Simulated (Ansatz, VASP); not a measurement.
**ZnS in VASP and in Ansatz**

INCAR

```
ALGO = Normal
EDIFF = 1E-6
ENCUT = 520
ISIF = 2
ISMEAR = 0
LASPH = True
LCHARG = True
LELF = True
LREAL = False
LVHAR = True
LWAVE = False
NBANDS = 16
NELM = 60
PREC = Accurate
SIGMA = 0.01
```

File KPOINTS:

```
k-points
0
Gamma
  8 8 8
```

Contents of POSCAR:

```
ZnS
1.0
    2.6114713560      2.6114713560      0.0000000000
   -2.6114713560      2.6114713560      0.0000000000
    0.0000000000      2.6114713560      2.6114713560
Zn S
1 1
Direct
    0.7500000000      0.2500000000      0.5000000000
    0.0000000000      0.0000000000      0.0000000000
```

Input for Ansatz:

```yaml
crystal:
  lattice:
    - [2.611471356, 2.611471356, 0.0]
    - [-2.611471356, 2.611471356, 0.0]
    - [0.0, 2.611471356, 2.611471356]
  atoms:
    - { symbol: Zn, position: [0.75, 0.25, 0.5] }
    - { symbol: S, position: [0.0, 0.0, 0.0] }
kpoints:
  mp_grid: { grid: [8, 8, 8] }
scf:
  occupations: { method: fixed }
  convergence: { dr2_threshold: 1.0e-10 }
hamiltonian:
  xc: lda
  pseudopotentials: { kind: all_electron, lapw: { basis_error: 0.0005 } }
output:
  forces: true
  stress: true
  eigenstates:
    kpoints:
      - [0.0, 0.0, 0.0]
      - [-0.5, -0.5, -0.5]
      - [-0.5, 0.5, 0.0]
      - [0.0, 0.0, -0.5]
      - [0.0, -0.5, -0.5]
      - [0.0, 0.5, 0.0]
      - [-0.5, 0.0, 0.0]
      - [-0.5, 0.0, -0.5]
  eigenvalues: true
```

Alike in both runs: task single point; functional LDA; k mesh 8 × 8 × 8; no spin polarisation.

|  | VASP | Ansatz |
| --- | --- | --- |
| version | VASP 6.6.1 | Ansatz 0.2.0 |
| potentials or method | VASP PAW LDA potentials, release 64 (Zn, S) | all-electron LAPW, scalar-relativistic |
| plane-wave cutoff (eV) | 520 | see its input |
| occupations | gaussian, width 0.01 eV | fixed |

```csv
,VASP,Ansatz,Ansatz less VASP
gap on the k mesh at the Fermi level (eV),2.36,2.32,-0.036
pressure (GPa),4.3,4.0,-0.25
```

Ansatz ran all-electron here, so the differences hold the error of VASP's frozen core and of both bases.

LDA gaps usually lie below the measured ones, often by a third to a half.
